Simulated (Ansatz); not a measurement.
## zincblende-structured CaO

Level of theory: DFT, r²SCAN, scalar-relativistic, no spin polarisation; plane waves to 500 eV with PAW datasets (Ansatz 0.2.0), 8×8×8 k-mesh, Gaussian smearing of 0.05 eV; PAW files: Ansatz's generated set soft_2.

Space group F-43m (No. 216). a = 5.213 Å, b = 5.213 Å, c = 5.213 Å, α = 90.00°, β = 90.00°, γ = 90.00°
```tsv
atom	site	symmetry	x	y	z
Ca	4a	-43m	0.0000	0.0000	0.0000
O	4d	-43m	0.2500	0.2500	0.7500
```

This is a trial structure: the heavier alkaline earths' oxides and chalcogenides take the rock-salt structure.

The cell is relaxed to zero pressure at this level.

The run used a cell of 2 atoms; the mesh refers to it.

```
Volume                                                : 17.71 Å³/atom
Band gap                                              : 3.76 eV
Smallest direct gap                                   : 4.38 eV
Bader charges                                         : Ca 1.52; O -1.52 e
Formation energy from the elements (0 K, uncorrected) : -2.97 eV/atom
Bulk modulus (Birch–Murnaghan)                        : 83 GPa
Pressure derivative B0′                               : 4.1
Elastically stable                                    : yes
```

Task: Fill in the Poisson's ratio (r²SCAN).

Result: 0.39.

Within 0.6 eV of the edges the projected states are 98 % O 2p at the top of the valence band and 77 % Ca 4s at the bottom of the conduction band. Crossing the gap moves an electron from the anion's filled p shell to the metal's empty orbitals, as in ionic insulators.

Formal charges Ca²⁺, O²⁻ balance and leave closed shells on every ion, so a band insulator is expected, and the gap is 3.76 eV.

Semilocal functionals underestimate band gaps, commonly by a third or more.
